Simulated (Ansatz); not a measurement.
# Ga: single points about a listed cell

Aim: see how energy, forces, stress and gap of Ga answer to further strains and shifts, swapped elements. Nothing is relaxed unless a step says so.

Computed with Ansatz 0.2.0 (DFT PBEsol, scalar-relativistic, plane waves, PAW, unless a step's input says otherwise).

## 1. The system as given

The structure is orthorhombic, space group Cmcm (No. 63). Conventional cell: a = 7.634 Å, b = 4.653 Å, c = 4.488 Å, α = 90.00°, β = 90.00°, γ = 90.00°. Ga (site symmetry m) has 7 Ga at 2.48 to 2.76 Å as nearest neighbours.

Coordinates:

```cif
data_structure
_symmetry_space_group_name_H-M 'P 1'
_symmetry_Int_Tables_number 1
_cell_length_a 4.4702
_cell_length_b 4.4702
_cell_length_c 4.4883
_cell_angle_alpha 90.000
_cell_angle_beta 90.000
_cell_angle_gamma 62.729
_cell_volume 79.72
loop_
_atom_site_label
_atom_site_type_symbol
_atom_site_fract_x
_atom_site_fract_y
_atom_site_fract_z
_atom_site_occupancy
Ga1 Ga 0.99031 0.33445 0.25000 1
Ga2 Ga 0.33445 0.99031 0.75000 1
Ga3 Ga 0.00969 0.66555 0.75000 1
Ga4 Ga 0.66555 0.00969 0.25000 1
```

The structure comes from the Materials Project (structure only).

## 2. A distortion of lower symmetry

The change: strain xx, yy, zz, yz, xz, xy = +3.6, +2.1, +2.1, +0.3, +0.0, +0.0 %; atoms moved by 0.15 Å root mean square, at most 0.16 Å.

Input file input.yaml:

```yaml
crystal:
  lattice:
    - [3.9528402653, -2.3746046513, -0.0060027042]
    - [3.9528402653, 2.3746046513, 0.0060027042]
    - [0.0, 0.0115796953, 4.5806222673]
  atoms:
    - { symbol: Ga, position: [1.0244741655, 0.3161661804, 0.2539106811] }
    - { symbol: Ga, position: [0.3161661804, 1.0244741655, 0.7460893189] }
    - { symbol: Ga, position: [0.0079835426, 0.6513761115, 0.7172412679] }
    - { symbol: Ga, position: [0.6513761115, 0.0079835426, 0.2827587321] }
basis:
  ecutwfc: 420
kpoints:
  mp_grid: { grid: [10, 10, 8] }
hamiltonian:
  xc: pbesol
scf:
  occupations: { method: gaussian, width: 0.1 }
output:
  forces: true
  stress: true
  eigenvalues: true
```

## 3. A change within a subgroup

Input file input.yaml:

```yaml
crystal:
  lattice:
    - [3.9434887216, -2.4305135594, 0.0143087717]
    - [3.9434887216, 2.4305135594, -0.0143087717]
    - [0.0, -0.0276027621, 4.7200723191]
  atoms:
    - { symbol: Ga, position: [0.9975803165, 0.3334256599, 0.2527428222] }
    - { symbol: Ga, position: [0.3334256599, 0.9975803165, 0.7472571778] }
    - { symbol: Ga, position: [0.0083132529, 0.6606807708, 0.7480704269] }
    - { symbol: Ga, position: [0.6606807708, 0.0083132529, 0.2519295731] }
basis:
  ecutwfc: 420
kpoints:
  mp_grid: { grid: [10, 10, 8] }
hamiltonian:
  xc: pbesol
scf:
  occupations: { method: gaussian, width: 0.1 }
output:
  forces: true
  stress: true
  eigenvalues: true
  populations: true
```

## 4. Substitution of an element, cell strained: Ga → B, first probe

Input file input.yaml:

```yaml
crystal:
  lattice:
    - [3.0350957233, -1.9887345898, 0.0]
    - [3.0350957233, 1.9887345898, 0.0]
    - [0.0, 0.0, 3.7393153893]
  atoms:
    - { symbol: B, position: [0.9801726194, 0.3291520296, 0.25] }
    - { symbol: B, position: [0.3291520296, 0.9801726194, 0.75] }
    - { symbol: B, position: [0.0198273806, 0.6708479704, 0.75] }
    - { symbol: B, position: [0.6708479704, 0.0198273806, 0.25] }
basis:
  ecutwfc: 420
kpoints:
  mp_grid: { grid: [6, 6, 6] }
hamiltonian:
  xc: pbesol
scf:
  occupations: { method: gaussian, width: 0.1 }
output:
  forces: true
  stress: true
  eigenvalues: true
```

## 5. Substitution of an element, cell strained: Ga → B

input.yaml, as its differences from that of step 4:

```diff
@@ -13,3 +13,3 @@
 kpoints:
-  mp_grid: { grid: [6, 6, 6] }
+  mp_grid: { grid: [12, 12, 12] }
 hamiltonian:
```

## 6. A change within a subgroup

Input file input.yaml:

```yaml
crystal:
  lattice:
    - [3.8363434304, -2.3620959543, -0.0203272389]
    - [3.8221509902, 2.3388125189, 0.0262053521]
    - [0.0034559556, 0.04488254, 4.5847065785]
  atoms:
    - { symbol: Ga, position: [0.9825629356, 0.3480933253, 0.2509522153] }
    - { symbol: Ga, position: [0.3435712751, 0.9789637399, 0.7403994493] }
    - { symbol: Ga, position: [0.0174370644, 0.6519066747, 0.7490477847] }
    - { symbol: Ga, position: [0.6564287249, 0.0210362601, 0.2596005507] }
basis:
  ecutwfc: 420
kpoints:
  mp_grid: { grid: [10, 10, 8] }
hamiltonian:
  xc: pbesol
scf:
  occupations: { method: gaussian, width: 0.1 }
output:
  forces: true
  stress: true
  eigenvalues: true
```

## 7. A distortion of lower symmetry

Input file input.yaml:

```yaml
crystal:
  lattice:
    - [3.9713830783, -2.3715232877, 0.0]
    - [3.9207090868, 2.2883899728, 0.0]
    - [0.0, 0.0, 4.6185928962]
  atoms:
    - { symbol: Ga, position: [0.9663607157, 0.3372602899, 0.2491259641] }
    - { symbol: Ga, position: [0.3553779719, 0.9691791305, 0.7508740359] }
    - { symbol: Ga, position: [0.0336392843, 0.6627397101, 0.7491259641] }
    - { symbol: Ga, position: [0.6446220281, 0.0308208695, 0.2508740359] }
basis:
  ecutwfc: 420
kpoints:
  mp_grid: { grid: [10, 10, 8] }
hamiltonian:
  xc: pbesol
scf:
  occupations: { method: gaussian, width: 0.1 }
output:
  forces: true
  stress: true
  eigenvalues: true
  populations: true
```

What does the calculation give? Wanted: for each run, case; energy; pressure; largest force.

As calculated:

```
step                                               case  energy (meV/atom)  pressure (GPa)  largest force (eV/Å)  gap on the mesh (eV)
   2                     a distortion of lower symmetry               +0.0            -1.5                  1.16                  0.00
   3                         a change within a subgroup              -42.4            -5.0                  0.23                  0.00
   5  substitution of an element, cell strained: Ga → B                n/a           -48.8                  0.58                  0.00
   6                         a change within a subgroup              -82.4            -1.9                  0.24                  0.00
   7                     a distortion of lower symmetry              -65.8            -3.4                  0.47                  0.00
```

Energies are counted from step 2, with the smearing taken to zero. Other atoms or functionals have another zero of energy (n/a). A gap of 0.00 means none on the mesh at this level.

**Reading.** Among the distorted cells of the listed formula and level the largest force, 1.16 eV/Å, comes in step 2, shared by 4 atoms. The distorted cells of the listed formula and level show no gap on the mesh.
